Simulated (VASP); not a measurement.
Wanted: the native input for a VASP 6.6.1 run.

* Task: relaxation of cell and atoms
* Functional: PBE
* Potentials or basis: VASP PAW PBE potentials, release 64 (Ta_pv)
* Cutoff: 350 eV
* k mesh: 18 × 18 × 18
* Occupations: gaussian, width 0.1 eV
* Spin: no spin polarisation
* Further INCAR settings: ALGO = Fast; EDIFF = 1e-07; IBRION = 2; EDIFFG = -0.002; NSW = 80; ISIF = 3

The structure of Ta lies in POSCAR:

```
Ta
1.0
   -1.6512800000      1.6512800000      1.6512800000
    1.6512800000     -1.6512800000      1.6512800000
    1.6512800000      1.6512800000     -1.6512800000
Ta
1
Direct
    0.0000000000      0.0000000000      0.0000000000
```

One way to write it, as run:

INCAR

```
PREC = Accurate ; ENCUT = 350
EDIFF = 1E-7 ; ISMEAR = 0
SIGMA = 0.1 ; LREAL = False
LASPH = True ; NELM = 100
ALGO = Fast ; ISIF = 3
LWAVE = False ; LCHARG = False
GGA = PE ; IBRION = 2
NSW = 80 ; EDIFFG = -0.002
```

KPOINTS

```
Automatic mesh
0
Gamma
  18 18 18
```

Potentials or basis: VASP PAW PBE potentials, release 64 (Ta_pv).

Launch:

```console
$ cat potpaw_PBE.64/Ta_pv/POTCAR > POTCAR
$ mpirun -np 1 vasp_std > vasp.out
```

It gave:

```
Relaxed volume                         : 18.27 Å³/atom
Relaxed cell                           : a = 2.874 Å, b = 2.874 Å, c = 2.874 Å, α = 109.47°, β = 109.47°, γ = 109.47°
Space group after relaxing (to 0.05 Å) : Im-3m (No. 229)
Energy gained by relaxing              : 2.2 meV/atom
Ionic steps                            : 3
Pressure after relaxing                : 0.0 GPa
Band gap on the k mesh                 : none (metal or under the smearing width)
```

Run time: 19 s on 1 thread of Intel(R) Xeon(R) 6975P-C (Granite Rapids), on a shared host, peak memory 0.14 GiB.
